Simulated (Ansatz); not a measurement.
A run of Ansatz 0.2.0 is set up as follows.

The input input.yaml:

```yaml
crystal:
  lattice:
    - [0.0, 1.9465, 1.9465]
    - [1.9465, 0.0, 1.9465]
    - [1.9465, 1.9465, 0.0]
  atoms:
    - { symbol: Pd, position: [0.0, 0.0, 0.0] }
hamiltonian:
  xc: pbe
  pseudopotentials: { kind: paw }
kpoints:
  mp_grid: { grid: [12, 12, 12] }
scf:
  occupations: { method: fermi_dirac, width: 0.05 }
output:
  forces: true
  stress: true
  eigenvalues: true
relax:
  f_tol: 0.01
  max_steps: 40
  cell: { stress_tol: 0.05, p_target: 2.0 }
```

Potentials or basis: Ansatz PAW.

Launch:

```console
$ ansatz run input.yaml --threads 2 --pin off --max-ram 5632MiB --backend cpu --events-out ev --progress --plain --runs-dir out
```

Task: Estimate the relaxed volume.

Result: 15.14 Å³/atom.

Task: What does it give for the band gap on the k mesh?

Result: None (metal or under the smearing width).

Task: Predict the relaxed cell.

Result: a = 2.777 Å, b = 2.777 Å, c = 2.777 Å, α = 60.00°, β = 60.00°, γ = 60.00°.

The path:
| step | energy change (eV) | largest force (eV/Å) | volume (Å³) |
| --- | --- | --- | --- |
| 1 | 0.0000 | 0.0000 | 14.75 |
| 2 | -0.0112 | 0.0000 | 15.41 |
| 3 | -0.0107 | 0.0000 | 15.15 |
| 4 | -0.0105 | 0.0000 | 15.14 |
| 5 | -0.0107 | 0.0000 | 15.14 |

Caveat: the plane-wave basis is chosen anew once the cell has moved, so the energies of steps on either side of that aren't comparable. Zero-point motion and thermal expansion aren't in these numbers.
